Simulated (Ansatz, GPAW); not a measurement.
# A Sn chain with a Ti atom on top of one atom: relaxation, then transmission at several levels, part 2 of 4

How well does a Sn chain with a Ti atom on top of one atom conduct once its atoms have relaxed, and how much do cheaper levels lose?

GPAW 26.7.0 and Ansatz 0.2.0; Ansatz plane waves; relaxation of the junction with the lead ends held (the session's first sound run).

So far. Step 2 (Relaxing the atoms): The relaxation lowered the energy of the cell by 2.48 eV.

## 3. Plane waves, PBE

Plane waves give the reference curve, free of the bias of atom-centred orbitals.

This step: Ansatz plane waves; Landauer transmission by layers, zero bias (Ansatz 0.2.0).

Contents of input.yaml:

```yaml
crystal:
  lattice:
    - [9.0, 0.0, 0.0]
    - [0.0, 9.0, 0.0]
    - [0.0, 0.0, 35.75]
  atoms:
    - { symbol: Sn, position: [0.5, 0.5, 0.0384615385] }
    - { symbol: Sn, position: [0.5, 0.5, 0.1153846154] }
    - { symbol: Sn, position: [0.5, 0.5, 0.1923076923] }
    - { symbol: Sn, position: [0.5, 0.5, 0.2692307692] }
    - { symbol: Sn, position: [0.52367123, 0.5177002236, 0.3536182224] }
    - { symbol: Sn, position: [0.517759902, 0.5171050799, 0.4356024773] }
    - { symbol: Sn, position: [0.3611975703, 0.4148723894, 0.5095756391] }
    - { symbol: Ti, position: [0.6099770925, 0.5815449093, 0.5055408266] }
    - { symbol: Sn, position: [0.5417896191, 0.5292794741, 0.5773061755] }
    - { symbol: Sn, position: [0.4196797225, 0.4585502489, 0.6517581054] }
    - { symbol: Sn, position: [0.5, 0.5, 0.7307692308] }
    - { symbol: Sn, position: [0.5, 0.5, 0.8076923077] }
    - { symbol: Sn, position: [0.5, 0.5, 0.8846153846] }
    - { symbol: Sn, position: [0.5, 0.5, 0.9615384615] }
kpoints:
  mp_grid: { grid: [1, 1, 2] }
hamiltonian:
  xc: pbe
scf:
  occupations: { method: fermi_dirac, width: 0.1 }
output:
  transmission:
    leads: [[0, 1]]
    e_range: [-2, 2]
    de: 0.025
    kmesh: [1, 1]
    reduced_basis: true
  write_potential: true
  write_density: true
  volumetric_format: npy
```

Started as:

```
$ ansatz run input.yaml --threads 4 --pin off --max-ram 8192MiB --backend cpu --events-out ev --progress --plain --runs-dir out
```

Numbers of over 12 decimals in the logs are rounded to 6 here.

Output:

```text
[...]
Crystal: 14 atoms, lattice volume = 2895.750 Å³
Basis set: ecut = 420 eV, 56539 PW (Γ)
Bands: 117, of which v1, the nominal top of the filled ones, is band 97 counted from 1 (96 counted from 0)
Symmetry: 1 space group operations
[...]
k-points: 2
[...]
SCF iter   1: F=—  HF=-80795.897169 eV  |F-HF|=—  |Δ(HF+E_count)|=         —  Δρ=3.93e-3  dr2=4.56e0  ethr=1.77e-3  ⟨swp⟩=7.0  Hψ=915  notcnv=0
[...]
SCF iter   9: F=-80795.768007 eV  HF=-80795.768007 eV  |F-HF|=4.12e-9  |Δ(HF+E_count)|=   4.03e-8  Δρ=7.76e-7  dr2=3.59e-8  ethr=5.15e-11  ⟨swp⟩=6.0  Hψ=699  notcnv=0
SCF 1 converged in 9 iterations: F = -80795.768007 eV  dr2 = 3.59e-8
[...]
transmission: 45 of 270 steps passed
transmission: 90 of 270 steps passed
[...]
transmission: 270 of 270 steps passed
WARN: The output density's exchange-correlation potential varies sharply where the density is thin. Do not read a vacuum level from v_tot or v_xc, or from such a field of the output density. On a cell that repeats whose density bears no net charge and no dipole along the vacuum's axis use v_es (v_loc + v_h of the components); under efield.dipole_correction with no amplitude use v_es + v_field, which holds any externa [...]
SCF converged after 9 iterations
Free energy (F): -80795.768007 eV
[...]
Internal energy: -80795.216469 eV  (E = F + TS)
E sigma→0 (E₀):  -80795.492238 eV
Entropy (-TS):   -0.551538 eV (-39.396 meV/atom)
Fermi energy:    -2.378293 eV
[...]
--- Band table (eV) ---
  k-point 0: bands = [... 93 lower, -2.7568, -2.7263, -2.4220, -2.3725, -2.3284, -2.2029, -2.0441, -2.0024, ... 16 higher]
  k-point 1: bands = [... 93 lower, -2.7982, -2.6535, -2.5891, -2.5040, -2.4651, -2.0849, -2.0286, -1.9281, ... 16 higher]
--- Transmission ---
  basis      : 717 plane waves across, 45 finite elements along
  points     : 1, standing for a mesh of 1 x 1
  filling    : by the input's occupations and mesh, since the crystals that have channels conduct as metals do. If one of these is a semiconductor, that mesh has misplaced its level
  energies   : 161 from -2.000000 to 2.000000 eV about the Fermi level, 0.025000 eV apart; the leads are filled to 0.000000 eV, and channels, transmission and decay are at 0.000000 eV
  crystal 0  : Sn1, at the sites [0, 1], period 2.7500 Å, over 22.00 Å; its Hamiltonian steps by up to 12.5 meV
    offset         : up to 0.0000 Å between an atom of the period and one for which it stands
    filled         : 7.4 meV over the level at which it is neutral
    channels       : 3.000000e0 a spin
    conductance    : 2.8697e14 S/m² at 300 K; may be off by some 0.0 % by where its bands' edges are placed, 0.0 % from the distance to neutral
  junction   : crystal 0 to crystal 0, 0.70 to 33.70 Å
    transmission   : 1.093893e0 a spin
    error estimate : 1.511196e-4 a spin from the reduction of the transverse basis, at the most 6.974829e-2 at -0.850000 eV
    conductance    : 1.0471e14 S/m² at 300 K (1.0471e14 on every other energy)
    error estimate : 0.0 % from the energy spacing and 0.0 % from band edges of the leads and from resonances (wavevectors taken as independent; lower de), 0.0 % from the reduction of the transverse basis, 3.8 % from the steps of its leads' Hamiltonians or their offsets (lay more layers), 1.1 % from the distance to neutral
    resistance     : 6.0650e-3 Ω µm² beyond half of each lead's own
```

The job ended after 1.8 min (4 threads of Arm Neoverse V2, shared host; peak memory 3.8 GiB).

The column dr2 measures how far the density is from self-consistency, as an energy; F and HF (Harris–Foulkes) agree once it is small.

This step gave:

```yaml
lead_level: 0 eV from the Fermi level
transmission_at_the_fermi_level_one_spin: 1.094
open_channels_of_the_lead_at_the_fermi_level_one_spin: 3
step_of_the_potential_along_the_lead: 12.5 meV
offset_of_the_lead: 0 Å
filling_of_the_lead_less_its_bulk_value_in_size: 7.4 meV
conductance: 1.095 G₀
```

One spin. Table of transmission, zone mean by energy, zero at the Fermi level:

| energy (eV) | transmission, zone mean |
| --- | --- |
| -2.000 | 0.147 |
| -1.900 | 0.193 |
| -1.800 | 0.240 |
| -1.700 | 0.275 |
| -1.675 | 0.278 |
| -1.600 | 0.264 |
| -1.500 | 0.160 |
| -1.400 | 0.0176 |
| -1.300 | 0.0314 |
| -1.200 | 0.157 |
| -1.100 | 0.284 |
| -1.000 | 0.393 |
| -0.900 | 0.492 |
| -0.850 | 0.914 |
| -0.800 | 0.838 |
| -0.700 | 1.37 |
| -0.625 | 1.96 |
| -0.600 | 1.85 |
| -0.500 | 1.42 |
| -0.400 | 0.650 |
| -0.300 | 0.625 |
| -0.200 | 0.784 |
| -0.100 | 0.933 |
| 0.000 | 1.09 |
| 0.100 | 1.26 |
| 0.200 | 1.42 |
| 0.300 | 1.55 |
| 0.400 | 1.66 |
| 0.475 | 1.79 |
| 0.500 | 1.38 |
| 0.600 | 1.76 |
| 0.700 | 1.95 |
| 0.800 | 2.18 |
| 0.850 | 2.24 |
| 0.900 | 2.20 |
| 1.000 | 1.75 |
| 1.100 | 1.06 |
| 1.200 | 0.735 |
| 1.300 | 0.647 |
| 1.400 | 0.635 |
| 1.500 | 0.701 |
| 1.600 | 0.699 |
| 1.700 | 0.733 |
| 1.800 | 0.731 |
| 1.900 | 0.707 |
| 2.000 | 1.12 |

One spin. Table of open channels, zone mean by energy, zero at the Fermi level:

energy (eV), open channels, zone mean and a bar from the least value:
```
   -2.000       1.00 
   -1.800       1.00 
   -1.600       1.00 
   -1.400       1.00 
   -1.200       1.00 
   -1.000       1.00 
   -0.800       3.00 ##############################
   -0.600       3.00 ##############################
   -0.400       3.00 ##############################
   -0.200       3.00 ##############################
    0.000       3.00 ##############################
    0.200       3.00 ##############################
    0.400       3.00 ##############################
    0.600       3.00 ##############################
    0.800       3.00 ##############################
    1.000       3.00 ##############################
    1.200       3.00 ##############################
    1.400       3.00 ##############################
    1.600       3.00 ##############################
    1.800       3.00 ##############################
    2.000       3.00 ##############################
```

Crystal 0, spin -, k parallel (0, 0); distinct values, listed up to 1.5 1/Å. Im kz of the slowest decaying states against energy, zero at the Fermi level:

| energy (eV) | decay 1 (Å⁻¹) | decay 2 (Å⁻¹) | decay 3 (Å⁻¹) | decay 4 (Å⁻¹) |
| --- | --- | --- | --- | --- |
| -2.000 | 0.514 | 0.514 | 1.19 | 1.31 |
| -1.800 | 0.469 | 0.469 | 1.17 | 1.29 |
| -1.600 | 0.419 | 0.419 | 1.15 | 1.27 |
| -1.400 | 0.362 | 0.362 | 1.12 | 1.25 |
| -1.200 | 0.293 | 0.293 | 1.10 | 1.22 |
| -1.000 | 0.201 | 0.201 | 1.07 | 1.20 |
| -0.800 | 1.05 | 1.18 | 1.26 | 1.26 |
| -0.600 | 1.02 | 1.16 | 1.24 | 1.24 |
| -0.400 | 0.996 | 1.13 | 1.22 | 1.22 |
| -0.200 | 0.968 | 1.11 | 1.20 | 1.20 |
| 0.000 | 0.940 | 1.09 | 1.18 | 1.18 |
| 0.200 | 0.911 | 1.06 | 1.16 | 1.16 |
| 0.400 | 0.881 | 1.03 | 1.14 | 1.14 |
| 0.600 | 0.850 | 1.01 | 1.12 | 1.12 |
| 0.800 | 0.818 | 0.982 | 1.09 | 1.10 |
| 1.000 | 0.784 | 0.954 | 1.07 | 1.08 |
| 1.200 | 0.749 | 0.926 | 1.04 | 1.05 |
| 1.400 | 0.712 | 0.897 | 1.02 | 1.03 |
| 1.600 | 0.674 | 0.867 | 0.991 | 1.01 |
| 1.800 | 0.632 | 0.835 | 0.963 | 0.982 |
| 2.000 | 0.588 | 0.803 | 0.934 | 0.957 |

Crystal 0, spin -, k parallel (0, 0). Re kz of states that move upwards against energy, zero at the Fermi level:

| energy (eV) | channel 1 (Å⁻¹) | channel 2 (Å⁻¹) | channel 3 (Å⁻¹) |
| --- | --- | --- | --- |
| -2.000 | -1.06 | - | - |
| -1.900 | -1.05 | - | - |
| -1.800 | -1.04 | - | - |
| -1.700 | -1.03 | - | - |
| -1.600 | -1.02 | - | - |
| -1.500 | -1.01 | - | - |
| -1.400 | -1.00 | - | - |
| -1.300 | -0.991 | - | - |
| -1.200 | -0.982 | - | - |
| -1.100 | -0.973 | - | - |
| -1.000 | -0.964 | - | - |
| -0.900 | -0.955 | - | - |
| -0.800 | -0.947 | 0.0753 | 0.0758 |
| -0.700 | -0.938 | 0.170 | 0.170 |
| -0.600 | -0.929 | 0.229 | 0.229 |
| -0.500 | -0.921 | 0.275 | 0.275 |
| -0.400 | -0.912 | 0.315 | 0.315 |
| -0.300 | -0.904 | 0.351 | 0.351 |
| -0.200 | -0.895 | 0.383 | 0.384 |
| -0.100 | -0.887 | 0.414 | 0.414 |
| 0.000 | -0.879 | 0.442 | 0.442 |
| 0.100 | -0.871 | 0.469 | 0.469 |
| 0.200 | -0.862 | 0.494 | 0.494 |
| 0.300 | -0.854 | 0.518 | 0.518 |
| 0.400 | -0.846 | 0.542 | 0.542 |
| 0.500 | -0.838 | 0.564 | 0.564 |
| 0.600 | -0.830 | 0.586 | 0.586 |
| 0.700 | -0.822 | 0.607 | 0.607 |
| 0.800 | -0.814 | 0.628 | 0.628 |
| 0.900 | -0.806 | 0.648 | 0.648 |
| 1.000 | -0.798 | 0.668 | 0.668 |
| 1.100 | -0.791 | 0.687 | 0.687 |
| 1.200 | -0.783 | 0.706 | 0.706 |
| 1.300 | -0.775 | 0.725 | 0.725 |
| 1.400 | -0.767 | 0.743 | 0.743 |
| 1.500 | -0.760 | 0.761 | 0.761 |
| 1.600 | -0.752 | 0.779 | 0.779 |
| 1.700 | -0.744 | 0.797 | 0.797 |
| 1.800 | -0.737 | 0.815 | 0.815 |
| 1.900 | -0.729 | 0.832 | 0.832 |
| 2.000 | -0.721 | 0.850 | 0.850 |

The electrostatic potential energy of an electron (with the applied field's), less the Fermi level, planar mean oscillates, so the rows of the table below give means over windows of 2 Å about each position, cut where the curve ends. Its first 14 maxima inside the range that stand out by 2 % of the span (Å: eV): 1.3: 3.62, 2.7: 4.11, 4.2: 3.59, 5.5: 4.11, 6.9: 3.61, 8.2: 4.10, 9.7: 3.51, 11.2: 4.06, 12.7: 3.35, 14.2: 3.97, 15.5: 3.37, 16.7: 3.41, 19.5: 3.38, 20.7: 3.34. Its first 14 minima: 0.9: 3.37, 1.9: 3.36, 3.6: 3.35, 4.6: 3.34, 6.4: 3.36, 7.4: 3.37, 9.1: 3.29, 10.1: 3.25, 12.2: 3.14, 13.1: 3.10, 15.0: 3.15, 16.1: 3.05, 17.9: 1.22, 20.1: 3.04.

The electrostatic potential energy of an electron (with the applied field's), less the Fermi level, planar mean by z; means over each step:

| z (Å) | electrostatic potential energy of an electron (with the applied field's), less the Fermi level, planar mean (eV) |
| --- | --- |
| 0 | 3.73 |
| 2 | 3.69 |
| 4 | 3.53 |
| 6 | 3.73 |
| 8 | 3.71 |
| 10 | 3.51 |
| 12 | 3.51 |
| 14 | 3.57 |
| 16 | 3.24 |
| 18 | 1.82 |
| 20 | 3.17 |
| 22 | 3.37 |
| 24 | 3.50 |
| 26 | 3.42 |
| 28 | 3.71 |
| 30 | 3.73 |
| 32 | 3.60 |
| 34 | 3.60 |

The valence density, planar mean oscillates, so the rows of the table below give means over windows of 2.83 Å about each position, cut where the curve ends. Its maxima inside the range that stand out by 2 % of the span (Å: e/Å³): 1.3: 0.160, 4.2: 0.160, 6.9: 0.161, 9.7: 0.159, 12.7: 0.160, 15.6: 0.159, 18.2: 0.293, 20.7: 0.159, 23.2: 0.158, 26.1: 0.159, 28.9: 0.161, 31.6: 0.160, 34.4: 0.160. Its minima: 2.7: 0.0163, 5.5: 0.0162, 8.2: 0.0165, 11.2: 0.0121, 14.2: 0.0136, 16.8: 0.0253, 19.5: 0.0286, 22.0: 0.0172, 24.7: 0.0149, 27.6: 0.0165, 30.2: 0.0162, 33.1: 0.0162.

Valence density, planar mean against z; means over each step:

| z (Å) | valence density, planar mean (e/Å³) |
| --- | --- |
| 1.42 | 0.0616 |
| 4.25 | 0.0615 |
| 7.08 | 0.0617 |
| 9.91 | 0.0605 |
| 12.73 | 0.0602 |
| 15.57 | 0.0637 |
| 18.39 | 0.114 |
| 21.23 | 0.0641 |
| 24.05 | 0.0612 |
| 26.88 | 0.0625 |
| 29.71 | 0.0629 |
| 32.55 | 0.0633 |
| 35.38 | 0.0843 |

T at the Fermi level is 1.09 of 3 open channels a spin.

[end of part 2 of 4]

[Logs are printed without paths, hosts, clocks, repeated set-up lines and the standing remarks that a program may print on its own settings, such as how far it seeks lower states.]

[Hosts, paths, dates, database ids (printed as entryN), source tags and the programs' standing remarks are cut or masked in the printed files.]
